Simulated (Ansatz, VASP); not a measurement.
**Pd: VASP beside Ansatz**

The input INCAR:

```
PREC = Accurate
ENCUT = 500
EDIFF = 1E-6
ISMEAR = -1
SIGMA = 0.05
LREAL = False
LASPH = True
NELM = 100
ALGO = Normal
ISIF = 2
LWAVE = False
LCHARG = False
LMAXMIX = 4
GGA = PE
```

KPOINTS

```
Automatic mesh
0
Gamma
  12 12 12
```

POSCAR

```
Pd
1.0
    0.0000000000      1.9465000000      1.9465000000
    1.9465000000      0.0000000000      1.9465000000
    1.9465000000      1.9465000000      0.0000000000
Pd
1
Direct
    0.0000000000      0.0000000000      0.0000000000
```

KPOINTS_OPT

```
path GXWKGLUWLK,UX
20
line-mode
reciprocal
 0.0000000000  0.0000000000  0.0000000000  G
 0.5000000000  0.0000000000  0.5000000000  X

 0.5000000000  0.0000000000  0.5000000000  X
 0.5000000000  0.2500000000  0.7500000000  W

 0.5000000000  0.2500000000  0.7500000000  W
 0.3750000000  0.3750000000  0.7500000000  K

 0.3750000000  0.3750000000  0.7500000000  K
 0.0000000000  0.0000000000  0.0000000000  G

 0.0000000000  0.0000000000  0.0000000000  G
 0.5000000000  0.5000000000  0.5000000000  L

 0.5000000000  0.5000000000  0.5000000000  L
 0.6250000000  0.2500000000  0.6250000000  U

 0.6250000000  0.2500000000  0.6250000000  U
 0.5000000000  0.2500000000  0.7500000000  W

 0.5000000000  0.2500000000  0.7500000000  W
 0.5000000000  0.5000000000  0.5000000000  L

 0.5000000000  0.5000000000  0.5000000000  L
 0.3750000000  0.3750000000  0.7500000000  K

 0.6250000000  0.2500000000  0.6250000000  U
 0.5000000000  0.0000000000  0.5000000000  X
```

input.yaml

```yaml
crystal:
  lattice:
    - [0.0, 1.9465, 1.9465]
    - [1.9465, 0.0, 1.9465]
    - [1.9465, 1.9465, 0.0]
  atoms:
    - { symbol: Pd, position: [0.0, 0.0, 0.0] }
hamiltonian:
  xc: pbe
  pseudopotentials: { kind: paw }
kpoints:
  mp_grid: { grid: [12, 12, 12] }
  band_path:
    path:
      - [[0.0, 0.0, 0.0], [0.5, 0.0, 0.5], [0.5, 0.25, 0.75], [0.375, 0.375, 0.75], [0.0, 0.0, 0.0], [0.5, 0.5, 0.5], [0.625, 0.25, 0.625], [0.5, 0.25, 0.75], [0.5, 0.5, 0.5], [0.375, 0.375, 0.75]]
      - [[0.625, 0.25, 0.625], [0.5, 0.0, 0.5]]
    npoints: 14
scf:
  occupations: { method: fermi_dirac, width: 0.05 }
  n_extra_bands: 6
output:
  forces: true
  stress: true
  eigenvalues: true
  fatbands: false
```

Alike in both runs: task band structure; functional PBE; k mesh 12 × 12 × 12; occupations fermi-dirac, width 0.05 eV; no spin polarisation.

|  | VASP | Ansatz |
| --- | --- | --- |
| version | VASP 6.6.1 | Ansatz 0.2.0 |
| potentials or method | VASP PAW PBE potentials, release 64 (Pd) | Ansatz PAW |
| plane-wave cutoff (eV) | 500 | 420 |
| valence electrons in the cell | 10 | 18 |

```tsv
	VASP	Ansatz	Ansatz less VASP
gap on the k mesh at the Fermi level (eV)	none	none	-
pressure (GPa)	6.6	6.9	+0.30
```

A gap of «none» marks a metal or a gap that the smearing closes. With one functional, cell and mesh, what is left measures potentials, basis and numerics. The two sets of potentials don't hold the same shells in valence.
